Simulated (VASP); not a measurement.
# TePb (Fm-3m) in VASP: a series of runs

TePb is run at these levels: PBEsol-based screened hybrid with 25 % exact exchange, r2SCAN, PBEsol, LDA; tasks: single point.

All numbers are computed with VASP 6.6.1; they aren't measurements. Logs are shortened: lines on timing, memory, paths and dates and some standing lists are left out, and cuts for length are marked.

**The experiment to reproduce.**

From a printed reference work, monograph, for a bulk crystal of TePb at 4.2 K: band gap 0.19 eV (direct).

The results are compared with them further down.

**1. The cell of the first run**

The structure is cubic, space group Fm-3m (No. 225). The conventional cell has a = 6.439 Å, b = 6.439 Å, c = 6.439 Å, α = 90.00°, β = 90.00°, γ = 90.00°. Within 4.2 Å of Pb (site symmetry m-3m) lie 6 Te at 3.22 Å. Te (site symmetry m-3m) has 6 Pb at 3.22 Å within 4.2 Å.

**2. Single point, PBEsol-based screened hybrid with 25 % exact exchange**

Contents of POSCAR:

```
TePb
1.0
    0.0000000000      3.2192626361      3.2192626361
    3.2192626361      0.0000000000      3.2192626361
    3.2192626361      3.2192626361      0.0000000000
Pb Te
1 1
Direct
    0.0000000000      0.0000000000      0.0000000000
    0.5000000000      0.5000000000      0.5000000000
```

Contents of INCAR.step1:

```
SYSTEM = TePb
  ALGO = Normal
  EDIFF = 1E-5
  ENCUT = 520
  GGA = PE
  ISIF = 2
  ISMEAR = -1
  LASPH = .TRUE.
  LREAL = .FALSE.
  LWAVE = .TRUE.
  NBANDS = 17
  NELM = 100
  PREC = Accurate
  SIGMA = 0.05
```

Contents of INCAR.step2:

```
SYSTEM = TePb
  AEXX = 0.25
  ALGO = Normal
  EDIFF = 1E-6
  ENCUT = 520
  GGA = PS
  HFSCREEN = 0.207
  ISIF = 2
  ISMEAR = -1
  ISTART = 1
  LASPH = .TRUE.
  LCHARG = .TRUE.
  LELF = .TRUE.
  LHFCALC = .TRUE.
  LREAL = .FALSE.
  LVHAR = .TRUE.
  LWAVE = .FALSE.
  NBANDS = 17
  NELM = 100
  PREC = Accurate
  PRECFOCK = Normal
  SIGMA = 0.05
```

Contents of KPOINTS:

```
k-points
0
G
  4 4 4
  0 0 0
```

Potentials or basis: VASP PAW PBE potentials, release 64 (Pb_d, Te).

The run is started by

```console
$ cat potpaw_PBE.64/Pb_d/POTCAR potpaw_PBE.64/Te/POTCAR > POTCAR
$ cp INCAR.step1 INCAR
$ mpirun -np 1 vasp_std > vasp.out
$ cp INCAR.step2 INCAR
$ mpirun -np 1 vasp_std > vasp.out
```

OUTCAR:

```text
SYSTEM = TePb
   AEXX = 0.25
   EDIFF = 1E-6
   ENCUT = 520
   GGA = PS
   HFSCREEN = 0.207
   ISIF = 2
   ISMEAR = -1
   ISTART = 1
   LASPH = .TRUE.
   LHFCALC = .TRUE.
   LREAL = .FALSE.
   NELM = 100
   PREC = Accurate
   PRECFOCK = Normal

 ion  position               nearest neighbor table
   1  0.000  0.000  0.000-   2 3.22   2 3.22   2 3.22   2 3.22   2 3.22   2 3.22
   2  0.500  0.500  0.500-   1 3.22   1 3.22   1 3.22   1 3.22   1 3.22   1 3.22

  LATTYP: Found a face centered cubic cell.
 ALAT       =     6.4385252722

  Lattice vectors:

 A1 = (   0.0000000000,   3.2192626361,   3.2192626361)
 A2 = (   3.2192626361,   0.0000000000,   3.2192626361)
 A3 = (   3.2192626361,   3.2192626361,   0.0000000000)

Analysis of symmetry for initial positions (statically):
=====================================================================
 Subroutine PRICEL returns:
 Original cell was already a primitive cell.

 Routine SETGRP: Setting up the symmetry group for a
 face centered cubic supercell.

 Subroutine GETGRP returns: Found 48 space group operations
 (whereof 48 operations were pure point group operations)
 out of a pool of 48 trial point group operations.

The static configuration has the point symmetry O_h .

Analysis of symmetry for dynamics (positions and initial velocities):
=====================================================================
 Subroutine PRICEL returns:
 Original cell was already a primitive cell.

 Routine SETGRP: Setting up the symmetry group for a
 face centered cubic supercell.

 Subroutine GETGRP returns: Found 48 space group operations
 (whereof 48 operations were pure point group operations)
 out of a pool of 48 trial point group operations.

The dynamic configuration has the point symmetry O_h .

 Subroutine INISYM returns: Found 48 space group operations
 (whereof 48 operations are pure point group operations),
 and found     1 'primitive' translations

----------------------------------------------------------------------------------------

                                     Primitive cell

  volume of cell :      66.7266

  direct lattice vectors                    reciprocal lattice vectors
     0.000000000  3.219262636  3.219262636    -0.155315069  0.155315069  0.155315069
     3.219262636  0.000000000  3.219262636     0.155315069 -0.155315069  0.155315069
     3.219262636  3.219262636  0.000000000     0.155315069  0.155315069 -0.155315069

  length of vectors
     4.552724881  4.552724881  4.552724881     0.269013592  0.269013592  0.269013592

  position of ions in fractional coordinates (direct lattice)
     0.000000000  0.000000000  0.000000000
     0.500000000  0.500000000  0.500000000

  ion indices of the primitive-cell ions
   primitive index   ion index
                 1           1
                 2           2

----------------------------------------------------------------------------------------

 KPOINTS: k-points

Automatic generation of k-mesh.
 Grid dimensions read from file:
 generate k-points for:    4    4    4

 Generating k-lattice:

  Cartesian coordinates                     Fractional coordinates (reciprocal lattice)
    -0.038828767  0.038828767  0.038828767     0.250000000  0.000000000  0.000000000
     0.038828767 -0.038828767  0.038828767     0.000000000  0.250000000  0.000000000
     0.038828767  0.038828767 -0.038828767     0.000000000  0.000000000  0.250000000

  Length of vectors
     0.067253398  0.067253398  0.067253398

  Shift w.r.t. Gamma in fractional coordinates (k-lattice)
     0.000000000  0.000000000  0.000000000

 Subroutine IBZKPT returns following result:
 ===========================================

 Found      8 irreducible k-points:

 Following reciprocal coordinates:
            Coordinates               Weight
  0.000000  0.000000  0.000000      1.000000
  0.250000  0.000000  0.000000      8.000000
  0.500000  0.000000  0.000000      4.000000
  0.250000  0.250000  0.000000      6.000000
  0.500000  0.250000  0.000000     24.000000
 -0.250000  0.250000  0.000000     12.000000
  0.500000  0.500000  0.000000      3.000000
 -0.250000  0.500000  0.250000      6.000000
   k-points           NKPTS =      8   k-points in BZ     NKDIM =     64   number of bands    NBANDS=     17
   number of dos      NEDOS =    301   number of ions     NIONS =      2
   total plane-waves  NPLWV =  46656
   dimension x,y,z NGX =    36 NGY =   36 NGZ =   36
   dimension x,y,z NGXF=    72 NGYF=   72 NGZF=   72
   ions per type =               1   1
   NGX,Y,Z   is equivalent  to a cutoff of  13.15, 13.15, 13.15 a.u.
   NGXF,Y,Z  is equivalent  to a cutoff of  26.29, 26.29, 26.29 a.u.
 SYSTEM =  TePb
   PREC   = accura    normal or accurate (medium, high low for compatibility)
   ISTART =      1    job   : 0-new  1-cont  2-samecut
   ICHARG =      0    charge: 1-file 2-atom 10-const
   ISPIN  =      1    spin polarized calculation?
   LNONCOLLINEAR =      F non collinear calculations
   LSORBIT =      F    spin-orbit coupling
   LASPH  =      T    aspherical Exc in radial PAW
   ENCUT  =  520.0 eV  38.22 Ry    6.18 a.u.   8.47  8.47  8.47*2*pi/ulx,y,z
   NELM   =    100;   NELMIN=  2; NELMDL=  0     # of ELM steps
   EDIFF  = 0.1E-05   stopping-criterion for ELM
   LREAL  =      F    real-space projection
   EDIFFG = 0.1E-04   stopping-criterion for IOM
   NSW    =      0    number of steps for IOM
   IBRION =     -1    ionic relax: 0-MD 1-quasi-New 2-CG
   NFREE  =      0    steps in history (QN), initial steepest desc. (CG)
   ISIF   =      2    stress and relaxation
   ISYM   =      3    0-nonsym 1-usesym 2-fastsym
   POTIM  = 0.5000    time-step for ionic-motion
   TEBEG  =    0.0;   TEEND  =   0.0 temperature during run
   PSTRESS=    0.0 pullay stress
   NELECT =      20.0000    total number of electrons
   NUPDOWN=      -1.0000    fix difference up-down
   EMIN   =  10.00;   EMAX   =-10.00  energy-range for DOS
   EFERMI =   0.00;   METHOD = LEGACY
   ISMEAR =    -1;   SIGMA  =   0.05  broadening in eV -4-tet -1-fermi 0-gaus
   EFERMI_NEDOS =   21; number of points for ismear=-14 and -15
   IALGO  =     38    algorithm
   IMIX   =      1    mixing-type and parameters
     AMIX     =   0.40;   BMIX     =  1.00
     AMIX_MAG =   1.60;   BMIX_MAG =  1.00
  volume/ion in A,a.u.               =      33.36       225.15
  Fermi-wavevector in a.u.,A,eV,Ry     =   1.095599  2.070383 16.331588  1.200338
  Thomas-Fermi vector in A             =   2.231926
   LORBIT       =      0    0 simple, 1 ext, 2 COOP (PROOUT), +10 PAW based schemes
   GGA     = PS    functional components
   LHFCALC =     T    Hartree Fock is set to
   PRECFOCK=normal    Normal, Fast or Accurate (Low or Medium for compatibility)
   ENCUT4O =  -1.0   cutoff for four orbital integrals eV
   NKREDX  =     1    reduce k-point grid by
   NKREDY  =     1    reduce k-point grid by
   NKREDZ  =     1    reduce k-point grid by
   AEXX    =    0.2500 exact exchange contribution
   HFSCREEN=    0.2070 screening length (either q_TF or 0.3 A-1)
   HFSCREENC=   0.2070 screening length for correlation (either q_TF or 0.3 A-1)
   ENCUTFOCK=  -1.0 apply spherical cutoff to Coloumb kernel
   IVDW    =     0    specifies the selected vdW correction
   LEPSILON=     F    determine dielectric tensor
   LRPA    =     F    only Hartree local field effects (RPA)
 non-spin polarized calculation
  energy-cutoff  :      520.00
  volume of cell :       66.73
 maximum number of plane-waves:      1812
 NGX is ok and might be reduce to    36
  NGX = 28; NGY = 28; NGZ = 28

 number of electron      20.0000001 magnetization

 Free energy of the ion-electron system (eV)
  ---------------------------------------------------
  ext. energy  EPLUGINS =         0.00000000
  ---------------------------------------------------
  free energy    TOTEN  =        -9.48325433 eV

  energy without entropy =       -9.48324731  energy(sigma->0) =       -9.48325082

 E-fermi :   5.8854     XC(G=0):  -7.9090

 val. band max:        5.3918811000   @ k =   0.5000   0.0000   0.0000
 cond. band min:       6.3788683126   @ k =   0.5000   0.0000   0.0000
 fundamental gap:      0.9869872126
 Fermi energy:         5.8853767042

 k-point     1 :       0.0000    0.0000    0.0000
  band No.  band energies     occupation
      1     -13.1304      2.00000
      2     -13.1304      2.00000
      3     -13.1091      2.00000
      4     -13.1091      2.00000
      5     -13.1091      2.00000
      6      -8.0172      2.00000
[... 9 lines left out ...]
     16      11.7079      0.00000
     17      13.2707      0.00000

 k-point     2 :       0.2500    0.0000    0.0000
  band No.  band energies     occupation
      1     -13.1392      2.00000
      2     -13.1392      2.00000
      3     -13.1081      2.00000
      4     -13.1008      2.00000
      5     -13.1008      2.00000
      6      -7.4312      2.00000
[... 9 lines left out ...]
     16      12.8940      0.00000
     17      16.4566      0.00000

 k-point     3 :       0.5000    0.0000    0.0000
  band No.  band energies     occupation
      1     -13.1490      2.00000
      2     -13.1490      2.00000
      3     -13.1074      2.00000
      4     -13.0914      2.00000
      5     -13.0914      2.00000
      6      -6.3929      2.00000
[... 9 lines left out ...]
     16      15.4440      0.00000
     17      15.4440      0.00000

 k-point     4 :       0.2500    0.2500    0.0000
  band No.  band energies     occupation
      1     -13.1617      2.00000
      2     -13.1245      2.00000
      3     -13.1145      2.00000
      4     -13.0959      2.00000
      5     -13.0959      2.00000
      6      -7.2436      2.00000
[... 9 lines left out ...]
     16      14.5633      0.00000
     17      14.5634      0.00000

 k-point     5 :       0.5000    0.2500    0.0000
  band No.  band energies     occupation
      1     -13.1749      2.00000
      2     -13.1332      2.00000
      3     -13.1096      2.00000
      4     -13.0917      2.00000
      5     -13.0872      2.00000
      6      -6.2725      2.00000
[... 9 lines left out ...]
     16      15.8705      0.00000
     17      16.7153      0.00000

 k-point     6 :      -0.2500    0.2500    0.0000
  band No.  band energies     occupation
      1     -13.1532      2.00000
      2     -13.1453      2.00000
      3     -13.1025      2.00000
      4     -13.0969      2.00000
      5     -13.0947      2.00000
      6      -6.5979      2.00000
[... 9 lines left out ...]
     16      14.7115      0.00000
     17      15.5525      0.00000

 k-point     7 :       0.5000    0.5000    0.0000
  band No.  band energies     occupation
      1     -13.2028      2.00000
      2     -13.1198      2.00000
      3     -13.1187      2.00000
      4     -13.0815      2.00000
      5     -13.0815      2.00000
      6      -6.0867      2.00000
[... 9 lines left out ...]
     16      17.1261      0.00000
     17      17.3023      0.00000

 k-point     8 :      -0.2500    0.5000    0.2500
  band No.  band energies     occupation
      1     -13.1819      2.00000
      2     -13.1347      2.00000
      3     -13.1014      2.00000
      4     -13.1014      2.00000
      5     -13.0815      2.00000
      6      -5.9140      2.00000
[... 9 lines left out ...]
     16      17.3120      0.00000
     17      17.3873      0.00000

------------------------ aborting loop because EDIFF is reached ----------------------------------------

  FORCE on cell =-STRESS in cart. coord.  units (eV):
  Direction    XX          YY          ZZ          XY          YZ          ZX
  --------------------------------------------------------------------------------------
  -------------------------------------------------------------------------------------
  Total       -0.0830220     -0.0830220     -0.0830220     -0.0000000     -0.0000000      0.0000000
  in kB       -1.9934471     -1.9934471     -1.9934471     -0.0000000     -0.0000000      0.0000000
  external PRESSURE =      -1.9934471 kB  Pullay stress =       0.0000000 kB

 VOLUME and BASIS-vectors are now :
 -----------------------------------------------------------------------------
  energy-cutoff  :      520.00
  volume of cell :       66.73
      direct lattice vectors                 reciprocal lattice vectors
     0.000000000  3.219262636  3.219262636    -0.155315069  0.155315069  0.155315069
     3.219262636  0.000000000  3.219262636     0.155315069 -0.155315069  0.155315069
     3.219262636  3.219262636  0.000000000     0.155315069  0.155315069 -0.155315069

 POSITION                                       TOTAL-FORCE (eV/Angst)
 -----------------------------------------------------------------------------------
      0.00000      0.00000      0.00000         0.000000     -0.000000      0.000000
      3.21926      3.21926      3.21926        -0.000000      0.000000     -0.000000
 -----------------------------------------------------------------------------------
    total drift:                               -0.000001      0.000001      0.000001

  FREE ENERGIE OF THE ION-ELECTRON SYSTEM (eV)
  ---------------------------------------------------
  free  energy   TOTEN  =        -9.4832543331 eV

  energy  without entropy=       -9.4832473067  energy(sigma->0) =       -9.48325082
```

Run time: 6.8 min. Hardware: 1 thread of Intel Xeon 6975P-C (Granite Rapids), shared host; peak memory 0.32 GiB.

Results:

```
Free energy            : -9.4833 eV
Pressure               : -0.2 GPa
Band gap on the k mesh : 0.99 eV
```

Levels at points of the mesh, in eV from the valence-band top:
```
           k point  band 7  band 8  band 9  band 10  band 11  band 12  band 13  band 14
(0.00, 0.00, 0.00)   -5.94   -1.63   -1.63    -1.63     4.72     4.72     4.72     6.32
(0.50, 0.00, 0.00)   -9.51   -1.14   -1.14     0.00     0.99     1.57     1.57     9.09
(0.50, 0.50, 0.00)   -7.92   -5.20   -3.27    -3.27     3.60     6.28     6.28     7.62
```

Caveat: the k points lie up to 0.42 Å⁻¹ apart; the PAW data sets were made with another functional, which shifts forces and pressure a little; spin-orbit coupling is left out, which moves the levels of the heavy elements.

(Part 1 of 2 ends here.)
